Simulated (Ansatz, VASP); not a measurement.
## One calculation of ZrC, two programs

```xyz
4
Lattice="3.3915 0.0000 0.0000 -1.6957 2.9371 0.0000 0.0000 0.0000 5.2901" Properties=species:S:1:pos:R:3 pbc="T T T"
Zr    0.0000    1.9581    1.3225
Zr    1.6957    0.9790    3.9675
C    -0.0249   -0.0035    0.0373
C     0.0000    0.0000    2.6450
```

Change from the starting cell: one atom moved.

Alike in both runs: task single point; functional PBEsol; k mesh 12 × 12 × 8; occupations gaussian, width 0.1 eV; no spin polarisation.

|  | VASP | Ansatz |
| --- | --- | --- |
| version | VASP 6.6.1 | Ansatz 0.2.0 |
| potentials or method | VASP PAW PBE potentials, release 64 (Zr_sv, C) | scalar-relativistic, plane waves, PAW |
| plane-wave cutoff (eV) | 520 | 420 |
| valence electrons in the cell | 32 | 32 |

VASP gave:

| Quantity | Value |
| --- | --- |
| gap on the k mesh at the Fermi level (eV) | none |
| pressure (GPa) | -7.5 |
| largest component of the traceless stress (GPa) | 0.06 |
| rms of the force components (eV/Å) | 0.157 |

Q: Estimate Ansatz's values.

A: gap on the k mesh at the Fermi level (eV): none; pressure (GPa): -7.8; largest component of the traceless stress (GPa): 0.06; rms of the force components (eV/Å): 0.157.

Atom by atom the forces differ by 0.001 eV/Å (rms over components). A gap of «none» marks a metal or a gap that the smearing closes.

Caveats: the PAW data sets were made with another functional, which shifts forces and pressure a little (VASP).
